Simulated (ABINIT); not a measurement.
BaZrO3, 5 atoms in the cell. The structure is cubic, space group Pm-3m (No. 221). Conventional cell: a = 4.191 Å, b = 4.191 Å, c = 4.191 Å, α = 90.00°, β = 90.00°, γ = 90.00°. Around Ba (site symmetry m-3m) lie 12 O at 2.96 Å. Zr (site symmetry m-3m) has 6 O at 2.10 Å as nearest neighbours. O (site symmetry 4/mmm) is surrounded by 2 Zr at 2.10 Å. 

| Item | Value |
| --- | --- |
| Program | ABINIT 10.8.3 (patched build) |
| Task | band structure |
| Functional | r2SCAN |
| Potentials or basis | JTH PAW PBE v2.0 |
| Cutoff | 762 eV |
| k mesh | 6 × 6 × 6 |
| Occupations | fermi-dirac, width 0.05 eV |
| Spin | no spin polarisation |
| Fine-grid cutoff | 1360.57 eV |

Potentials or basis: JTH PAW PBE v2.0.

Run with:

```sh
$ abinit run.abi > log 2>&1
```

Hardware: 1 thread of Arm Neoverse V2, with other jobs on the host.

Question: Estimate the wall time of this run.

Answer: It took 5.6 min on 1 thread of Arm Neoverse V2 (shared host), peak memory 0.24 GiB. Counts: scf iterations 10, mpi ranks 1, k points 20, bands 24, plane waves 3536.
